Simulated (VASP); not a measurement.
**Core-hole spectrum of KZnF3**

Wanted: the near-edge structure of KZnF3. The cell has space group Pm-3m. The start is a cell from a database of measured crystal structures.

Main program and level: VASP 6.6.1; PBE; plane waves and PAW (Zn, Zn, K_sv, F), in the first sound run; inputs show where later runs differ.

This is a report of a sequence of runs, with most program output left out.

## 1. The structure

The structure is cubic, space group Pm-3m (No. 221). The conventional cell has a = 4.050 Å, b = 4.050 Å, c = 4.050 Å, α = 90.00°, β = 90.00°, γ = 90.00°. Nearest to Zn lie 6 F at 2.02 Å. K has 12 F at 2.86 Å nearest. Nearest to F lie 2 Zn at 2.02 to 2.03 Å and 4 K at 2.86 Å. Farther neighbours and most contacts between anions are not listed.

## 2. Supercell without a hole

The cell without a hole gives, with ICORELEVEL = 1, the Kohn-Sham core levels of the initial state. It is a supercell, which puts a hole 8.1 Å from its nearest image.

Contents of INCAR:

```
SYSTEM = KZnF3
PREC = Accurate
ENCUT = 400
EDIFF = 1E-06
NELM = 100
ISMEAR = 0
SIGMA = 0.05
LREAL = Auto
ALGO = Normal
GGA = PE
LWAVE = .FALSE.
LCHARG = .FALSE.
NCORE = 8
ICORELEVEL = 1
```

Contents of POSCAR:

```
KZnF3
1.0
    8.1000000000      0.0000000000      0.0000000000
    0.0000000000      8.1000000000      0.0000000000
    0.0000000000      0.0000000000      8.1000000000
Zn Zn K F
1 7 8 24
Direct
    0.2500000000      0.2500000000      0.2500000000
    0.2500000000      0.2500000000      0.7500000000
    0.2500000000      0.7500000000      0.2500000000
    0.2500000000      0.7500000000      0.7500000000
    0.7500000000      0.2500000000      0.2500000000
    0.7500000000      0.2500000000      0.7500000000
    0.7500000000      0.7500000000      0.2500000000
    0.7500000000      0.7500000000      0.7500000000
    0.0000000000      0.0000000000      0.0000000000
    0.0000000000      0.0000000000      0.5000000000
    0.0000000000      0.5000000000      0.0000000000
    0.0000000000      0.5000000000      0.5000000000
    0.5000000000      0.0000000000      0.0000000000
    0.5000000000      0.0000000000      0.5000000000
    0.5000000000      0.5000000000      0.0000000000
    0.5000000000      0.5000000000      0.5000000000
    0.2500000000      0.2500000000      0.0000000000
    0.2500000000      0.2500000000      0.5000000000
    0.2500000000      0.7500000000      0.0000000000
    0.2500000000      0.7500000000      0.5000000000
    0.7500000000      0.2500000000      0.0000000000
    0.7500000000      0.2500000000      0.5000000000
    0.7500000000      0.7500000000      0.0000000000
    0.7500000000      0.7500000000      0.5000000000
    0.0000000000      0.2500000000      0.2500000000
    0.0000000000      0.2500000000      0.7500000000
    0.0000000000      0.7500000000      0.2500000000
    0.0000000000      0.7500000000      0.7500000000
    0.5000000000      0.2500000000      0.2500000000
    0.5000000000      0.2500000000      0.7500000000
    0.5000000000      0.7500000000      0.2500000000
    0.5000000000      0.7500000000      0.7500000000
    0.2500000000      0.0000000000      0.2500000000
    0.2500000000      0.0000000000      0.7500000000
    0.2500000000      0.5000000000      0.2500000000
    0.2500000000      0.5000000000      0.7500000000
    0.7500000000      0.0000000000      0.2500000000
    0.7500000000      0.0000000000      0.7500000000
    0.7500000000      0.5000000000      0.2500000000
    0.7500000000      0.5000000000      0.7500000000
```

Contents of KPOINTS:

```
Automatic mesh
0
Gamma
3 3 3
0 0 0
```

The projector-augmented-wave data sets are Zn, Zn, K_sv and F (PBE family, release 64).

Run with:

```
> mpirun -np 8 vasp_std
```

Wall time 57 s (8 MPI ranks of AMD EPYC 9R45, shared host); peak memory 1.3 GiB; 7.5 min of CPU time.

These are scalar-relativistic Kohn-Sham levels of the ground state, with no core hole, so they are not binding energies.

Numbers from this step:

```
free energy (TOTEN) : -162.5839 eV
Fermi energy        : -0.4842 eV
pressure            : -3.339 GPa
```

The two shallowest core shells; atoms whose shallowest level rounds to another's at 0.01 eV are left out. Core levels, by row:

```tsv
atom	shell	level below the valence-band top (eV)
Zn1	3s	122.2
Zn1	3p	76.46
K9	2s	345
K9	2p	271.7
F17	1s	652.9
```

## 3. K edge, Wyckoff site Zn b, full hole

This step: supercell core-hole method, PBE, full hole; plane waves and PAW (Zn, Zn, K_sv, F) (VASP 6.6.1).

One core electron is taken from the first atom, which POSCAR lists as a species of its own, and NELECT stays that of the neutral valence shell, so the cell is charged against a background. NBANDS covers the range above the edge. The first density still holds the charge taken from the core, which is what the BRMIX lines of the log report.

Changes to INCAR since step 2:

```diff
@@ -12,3 +12,11 @@
 LCHARG = .FALSE.
-NCORE = 8
-ICORELEVEL = 1
+ICORELEVEL = 2
+CLNT = 1
+CLN = 1
+CLL = 0
+CLZ = 1
+CH_LSPEC = .TRUE.
+CH_NEDOS = 1500
+CH_SIGMA = 1
+NBANDS = 472
+NELECT = 336
```

POSCAR is that of step 2.

KPOINTS is that of step 2.

Run with:

```
> mpirun -np 8 vasp_std
```

It took 2.9 min on 8 MPI ranks; peak memory 1.7 GiB.

Numbers from this step:

```
free energy (TOTEN) : -305.9738 eV
Fermi energy        : -0.2036 eV
```

Smoothed further by a Gaussian, to a width of roughly 2 to 2.4 eV in all; heights scale with one over the cell volume; the energy axis is the program's own, and the fall at its high end is where NBANDS ends. The imaginary dielectric function times 10^5, xx by photon energy; read off at these points:

```tsv
photon energy (eV)	imaginary dielectric function times 10^5, xx
9525.0	1.0e-6
9526.4	1.6e-5
9527.8	4.0e-4
9528.5	0.00133
9529.9	0.00689
9531.2	0.0220
9532.6	0.0320
9533.3	0.0286
9534.7	0.0259
9536.0	0.0358
9537.4	0.0269
9538.1	0.0179
9539.5	0.00863
9540.9	0.00612
9542.2	0.00402
9542.9	0.00376
9544.3	0.00755
9545.7	0.0124
9547.0	0.00919
9547.7	0.00708
9549.1	0.00669
9550.5	0.0107
9551.9	0.0137
9552.5	0.0116
9553.9	0.00554
9555.3	0.00450
9556.7	0.00471
9557.3	0.00454
9558.7	0.00536
9560.1	0.00621
9561.5	0.00441
9562.2	0.00264
9563.5	3.6e-4
9564.9	1.0e-5
9566.3	0
9567.0	0
9568.3	0
9569.7	0
```

The smoothed xx curve reaches a tenth of its top at about 9529 eV.

## 4. K edge, one more run

This step: supercell core-hole method, PBE; plane waves and PAW (Zn, Zn, K_sv, F) (VASP 6.6.1).

A run with a slip in its input follows, to show how it looks in the output.

Changes to INCAR since step 3:

```diff
@@ -4,3 +4,3 @@
 EDIFF = 1E-06
-NELM = 100
+NELM = 60
 ISMEAR = 0
@@ -14,3 +14,3 @@
 CLNT = 1
-CLN = 1
+CLN = 4
 CLL = 0
@@ -21,2 +21 @@
 NBANDS = 472
-NELECT = 336
```

POSCAR is that of step 3.

KPOINTS is that of step 3.

Run with:

```
> mpirun -np 8 vasp_std
```

Run time: 5.7 min. Hardware: 8 MPI ranks.

The run ended with an error.

VASP's message: “NL_CORE could not be set, ERROR, exiting...”. No number of this run is used.

The fault in the input: shell not in the core (CLN = 4 and CLL = 0). 

## 5. Summary

This step: supercell core-hole method, PBE; plane waves and PAW (VASP 6.6.1).

This step runs nothing: it gathers the runs above.

Core-hole runs:

```tsv
site	hole	cost (core minutes)
Zn b	full hole	23.2
```

## 6. Outcome

```yaml
k_edge_of_zn_b_full_hole: xx reaches a tenth of its top at 9529.2 eV on the program's axis; share within the next 5 eV of the next 20 eV: 34 %
```

In words: The Zn K edge, for light polarised along x, reaches a tenth of its top at 9529.2 eV on the program's axis. That mark passes over any weaker pre-edge, and only dipole transitions enter. In the charged run (full hole) weight just under or at the onset may be a state bound to the hole or the highest filled band counted as a final state; this wasn't checked, so onset and share of that run are in doubt. One site of the element was run (Wyckoff letter b). With 40 atoms and a 3×3×3 mesh the peak shapes still carry the imprint of the mesh. The fall at the high end is where NBANDS ends. The other core electrons stay frozen, so neither the program's energy axis nor the change of TOTEN is an excitation energy; spectra are aligned at the onset when set beside measurement. The given cell is kept, although it stands at -3.3 GPa at PBE and ENCUT = 400 eV, which holds the mismatch of the given cell with this functional, any error of the entry itself and any basis-set error. Not tabulated here, as repeats of values shown or as unfit to read for their mesh, reference level or band range: gaps (K edge, supercell without a hole); pressures of a box with vacuum or a charge (K edge); core levels (K edge). The run with shell not in the core isn't used: the shell asked for isn't a core shell of this data set.

[Lines on the potential files, build, host, timing and source positions are cut from VASP's logs without a mark.]

[Logs are printed without paths, hosts, clocks, repeated set-up lines and the standing remarks that a program may print on its own settings, such as how far it seeks lower states.]

[Hosts, paths, dates, database ids (printed as entryN), source tags and the programs' standing remarks are cut or masked in the printed files.]
